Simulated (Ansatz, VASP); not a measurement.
# Mg: programs and potentials compared

The starting cell:

```
Mg
1.0
     3.20930    0.00000    0.00000
    -1.60465    2.77934    0.00000
     0.00000    0.00000    5.21030
Mg
2
Direct
  0.66667 0.33333 0.75000
  0.33333 0.66667 0.25000
```

Alike in all runs: task relaxation of cell and atoms; functional RPBE; k mesh 10 × 10 × 5; occupations fermi-dirac, width 0.05 eV; no spin polarisation; no spin-orbit coupling.

| program and potentials | plane-wave cutoff (eV) | notes | equilibrium volume (Å³/atom) |
| --- | --- | --- | --- |
| Ansatz, Ansatz PAW | 420 | potentials made for PBE, which Ansatz adapts in part; 10 valence electrons an atom on average | 23.79 |
| VASP, PBE PAW files Mg, 600 eV | 600 | potentials made for PBE; 2 valence electrons an atom on average | 23.65 |
| Ansatz, all-electron LAPW, scalar-relativistic | - | - | 23.75 |

The equilibrium volume spans 23.65 (VASP, PBE PAW files Mg, 600 eV) to 23.79 Å³/atom (Ansatz, Ansatz PAW), with all-electron results at 23.75. Some sets were made for another functional than the one run, which can shift their rows. Relaxations stop with a little pressure left, so the last digit of a volume isn't settled.

Differences between rows come from potentials, basis sets and numerical settings, since the functional is the same but for its coding. Runs on potential files found faulty are left out.
